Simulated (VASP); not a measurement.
Cu, 1 atom in the cell. It takes space group Fm-3m (No. 225, cubic). The conventional cell has a = 3.634 Å, b = 3.634 Å, c = 3.634 Å, α = 90.00°, β = 90.00°, γ = 90.00°. Cu (site symmetry m-3m) has 12 Cu at 2.57 Å as nearest neighbours. 

| Item | Value |
| --- | --- |
| Program | VASP 6.6.1 |
| Task | density of states |
| Functional | PBE |
| Potentials or basis | VASP PAW PBE potentials, release 64 (Cu) |
| Cutoff | 520 eV |
| k mesh | 20 × 20 × 20 |
| Occupations | gaussian, width 0.1 eV |
| Spin | no spin polarisation |
| k mesh for the DOS | 30 × 30 × 30 |
| Occupations for the DOS | tetrahedron |
| Further INCAR settings | ALGO = Normal; EDIFF = 1e-07; NBANDS = 12; AMIX = 0.2 |

Potentials or basis: VASP PAW PBE potentials, release 64 (Cu).

Launch:

```bash
$ cat potpaw_PBE.64/Cu/POTCAR > POTCAR
$ cp INCAR.step1 INCAR
$ cp KPOINTS.step1 KPOINTS
$ mpirun -np 1 vasp_std > vasp.out
$ cp INCAR.step2 INCAR
$ cp KPOINTS.step2 KPOINTS
$ mpirun -np 1 vasp_std > vasp.out
```

Hardware: 1 thread of AMD EPYC 9R45 96-Core Processor (Zen 5) (shared host).

Estimate the wall time of this run.

It took 54 s on 1 thread of AMD EPYC 9R45 96-Core Processor (Zen 5), with other jobs on the host, peak memory 0.18 GiB. Counts: scf iterations 7, k points 752.
